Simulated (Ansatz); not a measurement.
# Sb: further runs on the relaxed cell

An exercise on one series of results from a longer session: the logs are not shown, and one member is left open.

Program: Ansatz 0.2.0. Level of theory: DFT PBEsol, scalar-relativistic, plane waves, PAW. These are calculated values, not measurements.

2 further runs of the same task are left out: 2 set aside as unsound or not needed.

## The system as given

Symmetry: Pm-3m, No. 221, cubic system. Conventional cell: a = 3.062 Å, b = 3.062 Å, c = 3.062 Å, α = 90.00°, β = 90.00°, γ = 90.00°. Around Sb (site symmetry m-3m) lie 6 Sb at 3.06 Å.

Structure file:

```cif
data_structure
_symmetry_space_group_name_H-M 'Pm-3m'
_symmetry_Int_Tables_number 221
_cell_length_a 3.0617
_cell_length_b 3.0617
_cell_length_c 3.0617
_cell_angle_alpha 90.000
_cell_angle_beta 90.000
_cell_angle_gamma 90.000
_cell_volume 28.70
loop_
_atom_site_label
_atom_site_type_symbol
_atom_site_symmetry_multiplicity
_atom_site_Wyckoff_symbol
_atom_site_fract_x
_atom_site_fract_y
_atom_site_fract_z
_atom_site_occupancy
Sb1 Sb 1 a 0.00000 0.00000 0.00000 1
```

This cell was relaxed beforehand with the same method: volume 28.70 Å³/atom, gap on the mesh none (metal).

Set-up of the first run:

Contents of input.yaml:

```yaml
crystal:
  lattice:
    - [3.0617437797, 0.0, 0.0]
    - [0.0, 3.0617437797, 0.0]
    - [0.0, 0.0, 3.0617437797]
  atoms:
    - { symbol: Sb, position: [0.0, 0.0, 0.0] }
basis:
  ecutwfc: 420
kpoints:
  mp_grid: { grid: [14, 14, 14] }
  band_path:
    path:
      - [[0.0, 0.0, 0.0], [0.0, 0.5, 0.0], [0.5, 0.5, 0.0], [0.0, 0.0, 0.0], [0.5, 0.5, 0.5], [0.0, 0.5, 0.0]]
      - [[0.5, 0.5, 0.5], [0.5, 0.5, 0.0]]
    npoints: 14
hamiltonian:
  xc: pbesol
scf:
  occupations: { method: gaussian, width: 0.1 }
  n_extra_bands: 6
output:
  forces: true
  stress: true
  eigenvalues: true
  populations: true
  dos: { projected: true, de: 0.02, nscf_kmesh: { grid: [21, 21, 21] } }
  bader: true
  write_density: true
  write_potential: true
  elf: true
  volumetric_format: npy
```

On the command line:

```
> ansatz run input.yaml --threads 1 --pin off --max-ram 2560MiB --backend cpu --events-out ev --progress --plain --runs-dir out
```

Among the steps run: Bands, states and charges; Back to the database's cell; Volume × 0.97; Point at V/V0 = 1.03; The cell scaled to 0.94 of its volume; Point at V/V0 = 1.06; The cell scaled to 0.91 of its volume; Point at V/V0 = 1.10; Point at V/V0 = 0.88.

One table of the session follows, with a row left open; its other results are not shown here.

It belongs to the step «Fit of the equation of state». 

| volume (Å³/atom) | energy above the lowest point (meV/atom) | pressure (GPa) |
| --- | --- | --- |
| 25.257 | 97.8 | 10.41 |
| 26.118 | ? | ? |
| 26.980 | 21.6 | 4.29 |
| 27.841 | 5.0 | 1.97 |
| 28.702 | 0.0 | -0.02 |
| 29.563 | 4.8 | -1.70 |
| 30.424 | 17.8 | -3.14 |
| 31.572 | 46.1 | -4.74 |

Estimate the missing values for volume (Å³/atom) = 26.118.

Worked estimate for «energy above the lowest point (meV/atom)». A straight line through the neighbours (25.257, 97.8) and (26.980, 21.6) gives 97.8 + (21.6 − 97.8) × (26.118 − 25.257) / (26.980 − 25.257) = 59.7; a parabola fitted to 3 rows on both sides gives 52.6.

The run gave: energy above the lowest point (meV/atom): 51.5; pressure (GPa): 7.04. In «energy above the lowest point (meV/atom)» the line misses by +8.2 and the parabola by +1.1.
